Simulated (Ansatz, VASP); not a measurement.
**One calculation of Nb, two programs**

The input INCAR:

```
SYSTEM = Nb
  PREC = Accurate
  ENCUT = 520
  EDIFF = 1E-6
  ISMEAR = -1
  SIGMA = 0.1
  LREAL = .False.
  LASPH = .True.
  NELM = 60
  ALGO = Normal
  ISIF = 2
  LWAVE = .False.
  LCHARG = .False.
  GGA = CA
  NBANDS = 12
```

File KPOINTS:

```
Automatic mesh
0
Gamma
  22 22 22
  0 0 0
```

POSCAR

```
Nb
1.0
   -1.6231103068      1.6231103068      1.6231103068
    1.6231103068     -1.6231103068      1.6231103068
    1.6231103068      1.6231103068     -1.6231103068
Nb
1
Direct
    0.0000000000      0.0000000000      0.0000000000
```

Input for Ansatz:

```yaml
crystal:
  lattice:
    - [-1.6231103068, 1.6231103068, 1.6231103068]
    - [1.6231103068, -1.6231103068, 1.6231103068]
    - [1.6231103068, 1.6231103068, -1.6231103068]
  atoms:
    - { symbol: Nb, position: [0.0, 0.0, 0.0] }
hamiltonian:
  xc: lda
  pseudopotentials:
    kind: paw
    azcp:
      Nb: "pseudopotentials/Nb.paw.azcp"
basis:
  ecutwfc: 420
  fft_grid_basis: typed
kpoints:
  mp_grid: { grid: [22, 22, 22], shift: [0, 0, 0] }
magnetization:
  spin_polarized: false
scf:
  occupations: { method: fermi_dirac, width: 0.1 }
  lower_state_search: "off"
output:
  stress: true
```

Alike in both runs: task single point; functional LDA; k mesh 22 × 22 × 22; occupations fermi-dirac, width 0.1 eV; no spin polarisation.

|  | VASP | Ansatz |
| --- | --- | --- |
| version | VASP 6.6.1 | Ansatz 0.2.0 |
| potentials or method | VASP PAW LDA potentials, release 64 (Nb_sv) | plane waves (420 eV) with PAW, scalar-relativistic |
| plane-wave cutoff (eV) | 520 | 420 |
| valence electrons in the cell | 13 | 13 |

|  | VASP | Ansatz | Ansatz less VASP |
| --- | --- | --- | --- |
| pressure (GPa) | 0.3 | 0.4 | +0.15 |

Ansatz warned: «pseudo_functional_mismatch».
